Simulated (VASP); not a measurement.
Input of a VASP 6.6.1 run:

Contents of INCAR:

```
ALGO = Normal
EDIFF = 1E-6
EDIFFG = -0.01
ENCUT = 600
GGA = PS
IBRION = 2
ISIF = 3
ISMEAR = 1
LASPH = True
LCHARG = False
LREAL = False
LWAVE = False
NELM = 80
NSW = 90
PREC = Accurate
SIGMA = 0.1
```

KPOINTS

```
k-points
0
Gamma
  15 15 13
```

POSCAR

```
WC
1.0
    2.9065000000      0.0000000000      0.0000000000
   -1.4532500000      2.5171028361      0.0000000000
    0.0000000000      0.0000000000      2.8366000000
W C
1 1
Direct
    0.0000000000      0.0000000000      0.0000000000
    0.6666666667      0.3333333333      0.5000000000
```

Potentials or basis: VASP PAW PBE potentials, release 64 (W_sv, C).

Run with:

```bash
$ cat potpaw_PBE.64/W_sv/POTCAR potpaw_PBE.64/C/POTCAR > POTCAR
$ mpirun -np 1 vasp_std > vasp.out
```

(1) Estimate the relaxed volume.

(2) Predict the band gap on the k mesh.

(3) Estimate the space group after relaxing (to 0.05 Å).

(4) Estimate the relaxed cell.

Results:

(1) 10.32 Å³/atom.

(2) none (metal or under the smearing width).

(3) P-6m2 (No. 187).

(4) a = 2.901 Å, b = 2.901 Å, c = 2.830 Å, α = 90.00°, β = 90.00°, γ = 120.00°.

Caveat: the PAW data sets were made with another functional, which shifts forces and pressure a little.
